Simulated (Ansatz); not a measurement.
An element in the bcc structure gives these cold pressures by all-electron LAPW under PBE (Ansatz 0.2.0, scalar-relativistic, no spin polarisation).

```tsv
V (Å³/atom)	P (GPa)
14.79	-0.05
13.31	47.3
11.83	131.7
10.35	284.6
8.87	571.9
7.39	1143
5.92	2412
```

(1) Which element is it?

Results:

(1) Os. Its zero-pressure volume in this structure is near 14.8 Å³/atom; the volume and the steepness of P(V) together point to it, though neighbours can come close. Other candidates weren't computed, and some may come near.
